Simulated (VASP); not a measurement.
KMgF3:

```xyz
5
Lattice="3.9859 0.0000 0.0000 0.0000 3.9859 0.0000 0.0000 0.0000 3.9859" Properties=species:S:1:pos:R:3 pbc="T T T"
K     1.9929    1.9929    1.9929
Mg    0.0000    0.0000    0.0000
F     0.0000    0.0000    1.9929
F     0.0000    1.9929    0.0000
F     1.9929    0.0000    0.0000
```

Base run:

* Program: VASP 6.6.1
* Functional: PBE0
* Potentials or basis: VASP PAW PBE potentials, release 64 (K_sv, Mg, F)
* Cutoff: 520 eV
* k mesh: 4 × 4 × 4
* Occupations: gaussian, width 0.02 eV
* Spin: no spin polarisation

Its results: band gap on the k mesh 10.30 eV, indirect (least direct gap 10.60 eV); pressure 0.8 GPa.

Question: The run is repeated on the same cell with these changes: functional from PBE0 to HSE03. What comes out?

Answer: Band gap on the k mesh 9.25 eV, indirect (least direct gap 9.55 eV); pressure 1.0 GPa.

Caveats: the PAW data sets were made with another functional, which shifts forces and pressure a little.

Not every run made on this cell is shown here.
